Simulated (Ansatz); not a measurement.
**A film clamped to a substrate in Si**

Method: DFT PBEsol, scalar-relativistic, plane waves, PAW in Ansatz. Settings: plane waves to 420 eV, k-mesh 12×12×6 (Γ-centred), Gaussian smearing 0.03 eV. No spin polarisation. Energies are free energies at this smearing, counted from the undisturbed cell; pressure is positive in compression.

Reference structure (as given, not relaxed at this level; it stands at -0.4 GPa; this form isn't the usual structure):

```yaml
crystal:
  lattice:
    - [3.83132, 0.00000, 0.00000]
    - [-1.91566, 3.31802, 0.00000]
    - [0.00000, 0.00000, 6.33262]
  atoms:
    - { symbol: Si, position: [0.33333, 0.66667, 0.06301] }
    - { symbol: Si, position: [0.66667, 0.33333, 0.56301] }
    - { symbol: Si, position: [0.33333, 0.66667, 0.43699] }
    - { symbol: Si, position: [0.66667, 0.33333, 0.93699] }
```

The cell (4 atoms, V0 = 80.50 Å³) is strained by p along both x and y and by q along z, fractional coordinates fixed. τp = (1/V0) ∂E/∂p = (σxx + σyy)(1 + p)(1 + q) and τq = (1/V0) ∂E/∂q = σzz(1 + p)², with tension positive.

```csv
p,q,ΔE (meV/atom),τp (GPa),τq (GPa)
0.000,0.000,0.00,0.93,0.37
-0.040,0.000,52.92,-23.30,-1.64
0.040,0.000,50.63,18.19,1.56
0.000,-0.040,25.53,-0.66,-11.18
0.000,0.040,23.36,2.45,8.44
```

Get the second derivatives of the energy density.

Central differences give A = ∂τp/∂p = 519 GPa (C11 + C22 + 2 C12), C = ∂τq/∂q = 245 GPa (C33) and the cross term B = ∂τq/∂p = 40 GPa (C13 + C23); ∂τp/∂q = 39 GPa must equal B, and any difference shows higher-order terms. Steps this large leave an error of some per cent of A or C in all of these, which can swamp a small B. The ions are clamped.

A film of this crystal grows with z along the normal on a substrate that imposes p. How does its thickness respond, and what does the misfit cost?

Count p and q from the stress-free cell. A free surface needs τq = 0, so q = −(B/C) p = -0.16 p. The energy density left is (A − B²/C) p²/2 = M p², with the biaxial modulus M = 256 GPa; a misfit of 1 % costs 3.22 meV/atom, against 3.26 meV/atom if the thickness were held.

At p = -0.080 the energies along q are 420.5 (q = -0.080), 300.1 (q = -0.040), 248.8 (q = 0.000), 247.1 (q = 0.040), 279.0 (q = 0.080) meV/atom.

Does the linear rule hold at this misfit?

A parabola through the lowest point and its neighbours has its minimum at q = 0.022, 243.7 meV/atom. With the stress left in the starting cell, τp0 and τq0, linear elasticity gives q = −(τq0 + Bp)/C = 0.012 and E = V0(τp0 p + τq0 q + Ap²/2 + Bpq + Cq²/2)/N = 197.0 meV/atom. The energies differ by more than a tenth, so the quadratic law fails here: the gap holds the anharmonic part, with some error from the wide steps. Cubic terms also shift the vertex of so wide a parabola.

Forces appear on the atoms along this scan, and letting them relax would lower the energy and soften the response. The gap closes along the scan, which can put kinks into the curve.

Cost: 25 runs of about 2.1 core-minutes in all, on AMD EPYC 7R43 (Zen 3) (shared hosts).

In this hexagonal-diamond form of silicon, freeing the thickness lowers the cost of a 1 % misfit only from 3.26 to 3.22 meV/atom, so nearly all of the energy is in-plane. The thickness response of -0.16 p is much weaker than expected for tetrahedral silicon strained in the equivalent close-packed plane. The likely cause is the suppressed internal displacement: with fixed fractional coordinates, strain must stretch or compress bonds that could otherwise rotate, which stiffens the shear response and weakens the coupling between plane and normal. The biaxial modulus is therefore probably an upper estimate.

Compression costs more than equal extension along both directions, although the initial tension alone would favour compression. This reflects the steepening repulsion between shortened covalent bonds, and fits the excess over the quadratic energy at large misfit. The calculation supports thickening under in-plane compression, but doesn't show at what film thickness dislocations would relieve the misfit.
